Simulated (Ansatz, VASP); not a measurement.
## One calculation of FeO, two programs

INCAR

```
SYSTEM = FeO
ALGO = Normal ; EDIFF = 1E-6
ENCUT = 520 ; ISIF = 2
ISMEAR = 0 ; ISPIN = 2
LASPH = .True. ; LCHARG = .False.
LDAU = .True. ; LDAUJ = 0 0
LDAUL = 2 -1 ; LDAUPRINT = 1
LDAUTYPE = 2 ; LDAUU = 3 0
LMAXMIX = 4 ; LORBIT = 11
LREAL = .False. ; LWAVE = .False.
MAGMOM = 3.29 3.29 0.15 0.15 ; NBANDS = 26
NELM = 150 ; PREC = Accurate
SIGMA = 0.05
```

Contents of KPOINTS:

```
k-points
0
Gamma
  5 5 5
  0 0 0
```

POSCAR

```
FeO
1.0
    3.5023808100      0.0000000000      0.0000000000
    0.0000000000      3.5023808100      0.0000000000
    0.0000000000      0.0000000000      4.3604723100
Fe O
2 2
Direct
    0.0000000000      0.5000000000      0.0000000000
    0.5000000000      0.0000000000      0.5000000000
    0.0000000000      0.0000000000      0.2500000000
    0.0000000000      0.0000000000      0.7500000000
```

Input for Ansatz:

```yaml
crystal:
  lattice:
    - [3.50238081, 0.0, 0.0]
    - [0.0, 3.50238081, 0.0]
    - [0.0, 0.0, 4.36047231]
  atoms:
    - { symbol: Fe, position: [0.0, 0.5, 0.0], spin: 2.0 }
    - { symbol: Fe, position: [0.5, 0.0, 0.5], spin: 2.0 }
    - { symbol: O, position: [0.0, 0.0, 0.25] }
    - { symbol: O, position: [0.0, 0.0, 0.75] }
basis:
  ecutwfc: 420
  ecutrho_ratio: 4
kpoints:
  mp_grid: { grid: [5, 5, 5] }
hamiltonian:
  xc: lda
  hubbard:
    sites: [{ site: 0, l: d, u_eff: 3.0 }, { site: 1, l: d, u_eff: 3.0 }]
scf:
  occupations: { method: gaussian, width: 0.05 }
  lower_state_search: "off"
  max_iter: 150
output:
  forces: true
  stress: true
  eigenvalues: true
  populations: true
  hubbard: { sites: [{ site: 0, l: d }, { site: 1, l: d }] }
magnetization:
  spin_polarized: true
  initial_magnetization: 4.0
  spin_locking: { lock_magnetization: soft, n_iters: 6 }
```

Alike in both runs: task single point; functional LDA; k mesh 5 × 5 × 5; occupations gaussian, width 0.05 eV; collinear spin; Hubbard terms Fe d U = 3.0 eV.

|  | VASP | Ansatz |
| --- | --- | --- |
| version | VASP 6.6.1 | Ansatz 0.2.0 |
| potentials or method | VASP PAW LDA potentials, release 64 (Fe, O) | scalar-relativistic, plane waves, PAW |
| plane-wave cutoff (eV) | 520 | 420 |
| valence electrons in the cell | 28 | 44 |

```tsv
	VASP	Ansatz	Ansatz less VASP
gap on the k mesh at the Fermi level (eV)	none	none	-
pressure (GPa)	-13.9	-7.8	+6.14
largest component of the traceless stress (GPa)	30.01	31.96	+1.955
net moment per atom (μB)	1.88	1.90	+0.020
size of the moment on the site where the two differ most (μB)	3.62	3.29	-0.337
```

Site moments also hang on the region over which each program counts them. The programs project onto different local orbitals, so the same U acts differently. A gap of «none» marks a metal or a gap that the smearing closes. The two sets of potentials don't hold the same shells in valence. Ansatz warned: «filled_band_counts_differ_across_k_points».

The state reached can hang on the start; a lower one may exist.
